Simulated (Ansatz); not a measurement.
**Deforming GaN**

```yaml
crystal:
  lattice:
    - [0.00000, 1.99250, 1.99250]
    - [1.99250, 0.00000, 1.99250]
    - [1.99250, 1.99250, 0.00000]
  atoms:
    - { symbol: Ga, position: [0.50000, 0.50000, 0.50000] }
    - { symbol: N, position: [0.00000, 0.00000, 0.00000] }
```

Atom numbers follow the list: Ga1, N2.

The cell comes from COD entry 1536825, which wasn't checked; take it as a given geometry.

These are results of DFT, PBEsol, all-electron LAPW, scalar-relativistic (Ansatz 0.2.0), not measurements.

Settings: a Γ-centred 13×13×13 k mesh, Fermi–Dirac smearing of 0.02 eV, basis error target 1 meV/atom, no spin polarisation.

The unchanged cell is at 58.8 GPa.

Semilocal functionals give too small gaps.

x, y and z are the Cartesian axes of the cell as listed; fractional coordinates follow a strain, and an engineering shear is twice the off-diagonal strain component.

Problem. With this change (equal xy, yz and zx engineering shear strains of -2 %), what becomes of the energy and stress and gap?

Solution. Energy change +9 meV/atom; stress change (xx, yy, zz, yz, xz, xy) 0.15, 0.15, 0.15, 5.17, 5.17, 5.17 GPa, compression positive; gap on the k mesh 1.83 → 1.72 eV.

Problem. With this change (equal xy, yz and zx engineering shear strains of +1 %), what becomes of the energy and stress and gap?

Solution. Energy change +2 meV/atom; stress change (xx, yy, zz, yz, xz, xy) 0.04, 0.04, 0.04, -2.70, -2.70, -2.70 GPa, compression positive; gap on the k mesh 1.83 → 1.77 eV.

Problem. With this change (equal xy, yz and zx engineering shear strains of +3 %), what becomes of the energy and stress and gap?

Solution. Energy change +20 meV/atom; stress change (xx, yy, zz, yz, xz, xy) 0.34, 0.34, 0.34, -8.32, -8.32, -8.32 GPa, compression positive; gap on the k mesh 1.83 → 1.63 eV.

Problem. With this change (equal xy, yz and zx engineering shear strains of -3 %), what becomes of the energy and stress and gap?

Solution. Energy change +19 meV/atom; stress change (xx, yy, zz, yz, xz, xy) 0.34, 0.34, 0.34, 7.64, 7.64, 7.64 GPa, compression positive; gap on the k mesh 1.83 → 1.65 eV.

Problem. With this change (equal xy, yz and zx engineering shear strains of -1 %), what becomes of the energy and stress and gap?

Solution. Energy change +2 meV/atom; stress change (xx, yy, zz, yz, xz, xy) 0.04, 0.04, 0.04, 2.62, 2.62, 2.62 GPa, compression positive; gap on the k mesh 1.83 → 1.78 eV.

Problem. With this change (equal xy, yz and zx engineering shear strains of +2 %), what becomes of the energy and stress and gap?

Solution. Energy change +9 meV/atom; stress change (xx, yy, zz, yz, xz, xy) 0.15, 0.15, 0.15, -5.47, -5.47, -5.47 GPa, compression positive; gap on the k mesh 1.83 → 1.70 eV.
